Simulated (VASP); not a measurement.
Pb: equation of state with PBE

The system is Pb.

```
Pb
1.0
     3.48000    0.00000    0.00000
    -1.74000    3.01377    0.00000
     0.00000    0.00000    5.59000
Pb
2
Cartesian
  1.7400 1.0046 4.1925
  0.0000 2.0092 1.3975
```

This isn't the form of Pb at room conditions, which is fcc.

```json
{"Program": "VASP 6.6.1", "Task": "equation of state", "Functional": "PBE", "Potentials or basis": "VASP PAW PBE potentials, release 64 (Pb_d)", "Cutoff": "520 eV", "k mesh": "9 × 9 × 5", "Occupations": "fermi-dirac, width 0.05 eV", "Spin": "no spin polarisation", "Further INCAR settings": "ALGO = Normal; EDIFF = 1e-07; NBANDS = 21"}
```

```
Equilibrium volume                        : 32.16 Å³/atom (rough: see the caveat)
Bulk modulus at fixed shape and positions : 35 GPa (rough)
```

Energy against volume, from the lowest point:
```tsv
volume (Å³/atom)	energy (meV/atom)
27.555	95.73
28.141	68.44
28.727	46.41
29.314	29.06
29.900	15.83
30.486	6.30
31.073	0.00
```

All runs of the series together: 3.9 min on 1 thread of Intel(R) Xeon(R) Platinum 8488C (Sapphire Rapids), with other jobs on the host.

Caveat: the minimum lies outside the volumes run; the cell was scaled at fixed shape and fractional positions, which overstates the stiffness of a crystal with free parameters, most of all of layers and chains. Spin-orbit coupling is left out, which matters for the levels of Pb.
